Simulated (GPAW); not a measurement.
# Te2Mo (P6_3/mmc) in GPAW: notebook, part 2 of 3

GPAW 26.7.0.

**3. One-shot levels on a semilocal density, TPSS**

Contents of run.py:

```python
import numpy as np
from ase.dft.bandgap import bandgap
from ase.io import write
from ase.spacegroup import crystal
from ase.units import Ha
from gpaw import GPAW, PW
from gpaw.hybrids.energy import non_self_consistent_energy
from gpaw.new.pw.nschse import non_self_consistent_matrix_elements

# Te 4f
# Mo 2c
atoms = crystal(['Te', 'Mo'],
                basis=[[0.6666666667, 0.3333333333, 0.379],
                       [0.6666666667, 0.3333333333, 0.75]],
                spacegroup=194, setting=1,  # P6_3/mmc
                cellpar=[3.5182, 3.5182, 13.9736, 90.0, 90.0, 120.0],
                primitive_cell=True)

calc = GPAW(mode=PW(500),
            xc='MGGA_X_TPSS+MGGA_C_TPSS',
            kpts={'size': (4, 4, 1), 'gamma': True},
            occupations={'name': 'fermi-dirac', 'width': 0.05},
            nbands=46,
            convergence={'density': 1e-06, 'bands': 44},
            eigensolver={'name': 'davidson', 'niter': 2},
            maxiter=60,
            txt='gpaw.txt')
atoms.calc = calc
energy = atoms.get_potential_energy()
calc.write('gs.gpw')
write('result.traj', atoms)
print(f'Energy: {energy:.6f} eV')
print('Fermi level:', round(calc.get_fermi_level(), 4), 'eV')
print(f'Gap: {bandgap(calc)[0]:.4f} eV, direct: {bandgap(calc, direct=True)[0]:.4f} eV')

calc.write('wfs.gpw', mode='all')
eps = calc.eigenvalues()
free = calc.get_potential_energy(force_consistent=True)
semilocal_x = free + calc.get_xc_difference('MGGA_X_TPSS')  # without correlation
exact_x = non_self_consistent_energy(calc, 'EXX').sum()
h_x = non_self_consistent_matrix_elements(GPAW('wfs.gpw').dft, 'MGGA_X_TPSS')
h_exx = non_self_consistent_matrix_elements(GPAW('wfs.gpw').dft, 'EXX')
shift = np.einsum('sknn->skn', h_exx - h_x).real * Ha
np.savetxt('shift.dat', shift[..., :44].reshape((-1, 44)), fmt='%.4f')
occupied = eps < calc.get_fermi_level()
for name, a in {'TPSSh': 0.1, 'TPSS0': 0.25}.items():
    levels = (eps + a * shift)[..., :44]
    gap = levels[~occupied[..., :44]].min() - levels[occupied[..., :44]].max()
    print(f'{name}: share {a}, energy {free + a * (exact_x - semilocal_x):.6f} eV, gap {gap:.4f} eV')
```

Potentials or basis: GPAW PAW data sets (gpaw-data 1.2.1), pw.

On the command line:

```sh
> OMP_NUM_THREADS=1 python run.py
```

gpaw.txt:

```text
__  _  _
 | _ |_)|_||  |
 |__||  | ||/\| - 26.7.0

Input parameters:
  mode=PW(ecut=500.0),
  convergence={'density': 1e-06, 'bands': 44},
  eigensolver=Davidson(niter=2),
  kpts=MonkhorstPack(size=(4, 4, 1), gamma=True),
  maxiter=60,
  nbands=46,
  occupations=Occupations(name='fermi-dirac', width=0.05),
  xc=XC(name='MGGA_X_TPSS+MGGA_C_TPSS')

Diagonalizing LCAO Hamiltonian
Converting LCAO to pw mode

        Te

           Mo

        Te

           Te

        Mo

           Te

Atoms  # Å, Bohr magnetons
|   | symbol |         x |        y |         z |    initial magnetic moments |
|---|--------|-----------|----------|-----------|-----------------------------|
| 0 |     Te |  1.759100 | 1.015617 |  5.295994 | ( 0.0000,  0.0000,  0.0000) |
| 1 |     Te | -0.000000 | 2.031234 | 12.282794 | ( 0.0000,  0.0000,  0.0000) |
| 2 |     Te | -0.000000 | 2.031234 |  8.677606 | ( 0.0000,  0.0000,  0.0000) |
| 3 |     Te |  1.759100 | 1.015617 |  1.690806 | ( 0.0000,  0.0000,  0.0000) |
| 4 |     Mo |  1.759100 | 1.015617 | 10.480200 | ( 0.0000,  0.0000,  0.0000) |
| 5 |     Mo | -0.000000 | 2.031234 |  3.493400 | ( 0.0000,  0.0000,  0.0000) |

Unit cell  # Å
| periodic |         x |        y |         z |   lengths |     angles |
|----------|-----------|----------|-----------|-----------|------------|
|      yes |  3.518200 | 0.000000 |  0.000000 |  3.518200 |  90.000000 |
|      yes | -1.759100 | 3.046851 |  0.000000 |  3.518200 |  90.000000 |
|      yes |  0.000000 | 0.000000 | 13.973600 | 13.973600 | 120.000000 |

Number of symmetries: 12
Symmetry operations  # r_c * U_cc + t_c -> r_c
|    | kind |            matrix            |
|----|------|------------------------------|
|  0 |  σ   |  1, 1, 0,  0,-1, 0,  0, 0, 1 |
|  1 |  S6  |  1, 1, 0, -1, 0, 0,  0, 0,-1 |
|  2 |  E   |  1, 0, 0,  0, 1, 0,  0, 0, 1 |
|  3 |  C2  |  1, 0, 0, -1,-1, 0,  0, 0,-1 |
|  4 |  C2  |  0, 1, 0,  1, 0, 0,  0, 0,-1 |
|  5 |  C3  |  0, 1, 0, -1,-1, 0,  0, 0, 1 |
|  6 |  S6  |  0,-1, 0,  1, 1, 0,  0, 0,-1 |
|  7 |  σ   |  0,-1, 0, -1, 0, 0,  0, 0, 1 |
|  8 |  σ   | -1, 0, 0,  1, 1, 0,  0, 0, 1 |
|  9 |  i   | -1, 0, 0,  0,-1, 0,  0, 0,-1 |
| 10 |  C3  | -1,-1, 0,  1, 0, 0,  0, 0, 1 |
| 11 |  C2  | -1,-1, 0,  0, 1, 0,  0, 0,-1 |

BZ-sampling:
  Number of BZ points: 16
  Number of IBZ points: 4

  Monkhorst-Pack size: [4, 4, 1]
  Monkhorst-Pack shift: [0.125, 0.125, 0.0]

K-points  # in reciprocal-cell coordinates
|   |                                coordinates |     weight |
[... 73 lines left out ...]

Reference energy: -959430.878998  # eV

eigensolver:
  Davidson
  Converge bands: 44
  niter=2

density mixing:
  MSR1-Mixer
  Pratt-step length: 0.05
  Maximum mixing coefficient: 0.75
  Old densities: 10
  SVD Regularization: 0.005
  Good broyden scale: 1.0
  Trust region scale: 1.0
  Backstep threshold: 4.0
  History deletion threshold: 6.0
  Fourier metric: weight=20.0, sigma=0.015

occupation numbers:
  Fermi-Dirac:
    width: 0.0500  # eV

poisson solver:
  ecut: 4000.0  # eV

xc functional:
  name: MGGA_X_TPSS+MGGA_C_TPSS with 2 nearest neighbor stencil

convergence criteria:
- Maximum integral of absolute [dens]ity change: 1e-06 electrons / valence electron
- Maximum [total energy] change in last 3 cyles: 0.0005 eV / valence electron
- Maximum integral of absolute [eigenst]ate change: 4e-08 eV^2 / valence electron
maximum number of iterations: 60

SCF iterations
|iter     | |      energy | eigst |  dens |
|---------|-|-------------|-------|-------|
|iter:   1| | 1278.835462 | +5.09 |       |
|iter:   2| |  119.087809 | +2.73 | -0.16 |
|iter:   3| |  -90.673247 | +1.71 | -0.81 |
|iter:   4| |  -77.937343 | +0.66 | -0.53 |
|iter:   5| |  -72.183016 | +0.20 | -0.75 |
|iter:   6| |  -73.521825 | -0.14 | -1.28 |
|iter:   7| |  -73.146694 | -0.93 | -1.10 |
|iter:   8| |  -72.364157 | -1.10 | -1.15 |
|iter:   9| |  -72.207768 | -1.02 | -1.45 |
|iter:  10| |  -72.223732 | -1.86 | -2.00 |
|iter:  11| |  -72.225617c| -2.23 | -1.96 |
|iter:  12| |  -72.198277 | -2.11 | -1.95 |
|iter:  13| |  -72.189969 | -2.65 | -2.18 |
|iter:  14| |  -72.189731c| -3.51 | -2.76 |
|iter:  15| |  -72.189763c| -4.02 | -3.18 |
|iter:  16| |  -72.189769c| -4.30 | -3.56 |
|iter:  17| |  -72.189771c| -4.83 | -4.20 |
|iter:  18| |  -72.189771c| -5.12 | -4.70 |
|iter:  19| |  -72.189771c| -5.45 | -5.49 |
|iter:  20| |  -72.189771c| -5.61 | -5.87 |
|iter:  21| |  -72.189771c| -5.82 | -6.36c|
|iter:  22| |  -72.189771c| -6.06 | -6.88c|
|iter:  23| |  -72.189771c| -6.24 | -7.69c|
|iter:  24| |  -72.189771c| -6.53 | -8.04c|
|iter:  25| |  -72.189771c| -6.77 | -8.47c|
|iter:  26| |  -72.189771c| -7.01 | -8.83c|
|iter:  27| |  -72.189771c| -7.38 | -9.23c|
|iter:  28| |  -72.189771c| -7.71c| -9.60c|

Converged in 28 steps
Energy contributions relative to reference atoms: (reference = -959430.878998)

Energy contributions:
  Kinetic:          -5.815412
  Coulomb:          -2.639501
  Zero:              0.049339
  External:          0.000000
  Xc:              -63.784180
  Entropy:          -0.000035
  Spinorbit:         0.000000
  ----------------------------
  Free energy:     -72.189788
  Extrapolated:    -72.189771

dipole moment: (-0.000099, -0.000172, -0.000789)  # |e|*Ang

Fermi level: 8.509
Eigenvalues  # (at kpt = [0.000, 0.000, 0.000])
| band index |      eig [eV] | occ [0-2] |
|------------|---------------|-----------|
|          0 |       -53.472 |     2.000 |
|        ... |               |           |
|         18 |         6.256 |     2.000 |
|         19 |         7.015 |     2.000 |
|         20 |         7.062 |     2.000 |
|         21 |         7.062 |     2.000 |
|         22 |         7.098 |     2.000 |
|         23 |         7.098 |     2.000 |
[... 8 lines left out ...]
|         32 |        11.493 |     0.000 |
|         33 |        11.493 |     0.000 |
|        ... |               |           |
|         45 |        18.964 |     0.000 |

Gap: 0.910 eV
Transition (v -> c):
  (s=0, k=0, n=25, [0.00, 0.00, 0.00]) -> (s=0, k=2, n=26, [0.50, 0.25, 0.00])
Direct/indirect transitions are different
Direct gap: 1.350 eV
Transition at: (s=0, k=2, n=25, [0.50, 0.25, 0.00])
# Writing to gs.gpw (mode='')

# Writing to wfs.gpw (mode='all')
```

shift.dat:

```text
-16.8741 -16.8736 -11.6990 -11.6995 -11.5427 -11.5427 -11.5425 -11.5425 -8.2128 -8.0624 -7.7689 -7.4940 -5.6567 -4.9293 -4.2533 -3.4586 -3.4586 -3.4389 -3.4389 -2.5569 -2.5387 -2.5387 -2.4963 -2.4963 -2.9018 -1.7688 2.6956 2.6956 2.7435 2.7435 2.9675 2.9675 3.1668 3.1668 3.4667 3.2411 3.4471 3.2838 3.5202 3.6962 3.6962 3.9433 3.9433 3.5506
-16.8642 -16.8631 -11.7015 -11.6962 -11.6317 -11.6275 -11.5682 -11.5682 -7.8130 -7.6601 -7.4894 -7.2607 -5.2078 -4.5573 -4.3773 -4.3573 -4.1829 -3.8780 -3.2132 -3.1375 -3.3926 -2.9608 -2.8727 -2.6077 -2.5157 -2.9669 2.5212 2.8240 2.4842 2.8308 2.6455 2.9429 3.1371 3.3855 3.5811 3.4647 3.2846 3.7016 3.1274 4.2060 4.2381 3.8878 4.0859 4.2684
-16.8561 -16.8560 -11.6964 -11.6931 -11.6864 -11.6847 -11.6225 -11.6245 -7.2028 -7.0984 -7.0613 -6.9404 -5.1041 -5.0663 -4.7694 -4.7192 -4.3712 -4.3095 -4.1477 -3.9658 -3.9709 -3.8220 -3.3871 -3.4531 -2.1673 -2.1033 2.3606 2.4945 3.1503 3.2942 2.9796 3.0987 3.5681 4.0791 3.2599 3.2987 3.4043 3.9363 3.6555 3.3341 4.1340 3.9611 4.1133 4.3928
-16.8588 -16.8581 -11.7335 -11.7375 -11.6703 -11.6757 -11.5980 -11.5988 -7.1615 -7.0773 -7.0461 -6.9714 -5.5744 -5.4171 -5.0636 -4.9303 -4.6775 -4.2236 -3.7066 -3.6088 -3.4536 -3.5767 -2.8800 -2.6600 -2.8071 -2.6799 2.9680 2.9986 3.1822 3.4249 3.2267 3.2942 3.1257 3.6457 3.6721 3.0034 2.7749 3.2581 3.0719 3.6753 3.4682 4.0372 3.6630 4.3965
```

Wall time 4.9 min (1 thread of Arm Neoverse V1, shared host); peak memory 0.6 GiB.

Results:

* Free energy: -72.1898 eV
* Band gap on the k mesh: 0.91 eV, indirect (least direct gap 1.35 eV)

Levels at points of the mesh, in eV from the valence-band top:
| k point | band 22 | band 23 | band 24 | band 25 | band 26 | band 27 | band 28 | band 29 | band 30 | band 31 |
| --- | --- | --- | --- | --- | --- | --- | --- | --- | --- | --- |
| (0.00, 0.00, 0.00) | -1.04 | -1.00 | -1.00 | -0.35 | 0.00 | 2.90 | 2.90 | 3.04 | 3.04 | 3.14 |
| (0.50, 0.50, 0.00) | -1.83 | -1.07 | -1.00 | -0.63 | -0.34 | 1.24 | 1.29 | 1.42 | 1.75 | 2.62 |

Band gaps from one-shot exact exchange on these states (eV): tpssh 1.32, tpss0 1.94

Caveat: the k mesh is coarse (spacing up to 0.52 Å⁻¹), so the values aren't converged; energy and the plain gap are those of the semilocal run; the hybrids' values are one shot on its orbitals and mesh; spin-orbit coupling is left out, which moves the levels of the heavy elements; an odd mesh through Γ misses points on the zone boundary, where band edges often lie. TPSS opens gaps a little over a GGA but as a rule still falls short of measured ones.

(Continued in part 3 of 3.)
